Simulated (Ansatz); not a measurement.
# TiPt3: compression at zero temperature

An exercise on one series of results from a longer session: the logs are not shown, and one member is left open.

Computed with Ansatz 0.2.0 (DFT PBEsol, scalar-relativistic, plane waves, PAW, unless a step's input says otherwise).

1 further run of the same task is left out (set aside as unsound or not needed).

### The starting structure

Symmetry: Pm-3m, No. 221, cubic system. The conventional cell has a = 3.899 Å, b = 3.899 Å, c = 3.899 Å, α = 90.00°, β = 90.00°, γ = 90.00°. Ti (site symmetry m-3m) has 12 Pt at 2.76 Å in its first shell of neighbours. Pt (site symmetry 4/mmm) has 4 Ti at 2.76 Å and 8 Pt at 2.76 Å in its first shell of neighbours.

Structure file:

```cif
data_structure
_symmetry_space_group_name_H-M 'P 1'
_symmetry_Int_Tables_number 1
_cell_length_a 3.8994
_cell_length_b 3.8994
_cell_length_c 3.8994
_cell_angle_alpha 90.000
_cell_angle_beta 90.000
_cell_angle_gamma 90.000
_cell_volume 59.29
loop_
_atom_site_label
_atom_site_type_symbol
_atom_site_fract_x
_atom_site_fract_y
_atom_site_fract_z
_atom_site_occupancy
Ti1 Ti 0.00000 0.00000 0.00000 1
Pt1 Pt 0.00000 0.50000 0.50000 1
Pt2 Pt 0.50000 0.00000 0.50000 1
Pt3 Pt 0.50000 0.50000 0.00000 1
```

This cell was relaxed beforehand with the same method: volume 14.82 Å³/atom, gap on the mesh none (metal).

The first run:

Input file input.yaml:

```yaml
crystal:
  lattice:
    - [3.9362725112, 0.0, 0.0]
    - [0.0, 3.9362725112, 0.0]
    - [0.0, 0.0, 3.9362725112]
  atoms:
    - { symbol: Ti, position: [0.0, 0.0, 0.0] }
    - { symbol: Pt, position: [0.0, 0.5, 0.5] }
    - { symbol: Pt, position: [0.5, 0.0, 0.5] }
    - { symbol: Pt, position: [0.5, 0.5, 0.0] }
basis:
  ecutwfc: 420
kpoints:
  mp_grid: { grid: [12, 12, 12] }
hamiltonian:
  xc: pbesol
scf:
  occupations: { method: gaussian, width: 0.1 }
output:
  forces: true
  stress: true
  eigenvalues: true
relax:
  adjacent_minimum: "off"
  f_tol: 0.008
  max_steps: 50
  cell: { stress_tol: 0.08, p_target: -3.0 }
```

Started as:

```bash
$ ansatz run input.yaml --threads 1 --pin off --max-ram 2560MiB --backend cpu --events-out ev --progress --plain --runs-dir out
```

Among the steps run: Target pressure -3 GPa; 3 GPa; 8 GPa; 15 GPa; Target pressure 30 GPa; Relaxing at 60 GPa.

One table of the session follows, with a row left open; its other results are not shown here.

Lengths are those of the vectors of the cell that was run:

| P (GPa) | V (Å³/atom) | a (Å) | b (Å) | c (Å) | ΔH (eV/atom) |
| --- | --- | --- | --- | --- | --- |
| -3 | 14.99 | 3.914 | 3.914 | 3.914 | -0.279 |
| 0 | 14.82 | 3.899 | 3.899 | 3.899 | 0.000 |
| 3 | 14.66 | 3.885 | 3.885 | 3.885 | 0.276 |
| 8 | 14.41 | 3.863 | 3.863 | 3.863 | 0.730 |
| 15 | 14.10 | 3.835 | 3.835 | 3.835 | 1.352 |
| 30 | ? | ? | ? | ? | ? |
| 60 | 12.71 | 3.704 | 3.704 | 3.704 | 5.099 |

**Question.** Estimate the row for P (GPa) = 30.

Worked estimate for «V (Å³/atom)». A straight line through the neighbours (15, 14.10) and (60, 12.71) gives 14.10 + (12.71 − 14.10) × (30 − 15) / (60 − 15) = 13.64; a parabola fitted to 3 rows on both sides gives 13.52.

**Answer.** V (Å³/atom): 13.55; a (Å): 3.784; b (Å): 3.784; c (Å): 3.784; ΔH (eV/atom): 2.646. In «V (Å³/atom)» the line misses by +0.09 and the parabola by -0.03.

ΔH is E + PV over the energy at zero pressure; a, b and c are the vectors of the computed cell. 

Caveats from the session: Other structures may take over in this range; these runs cannot find them.
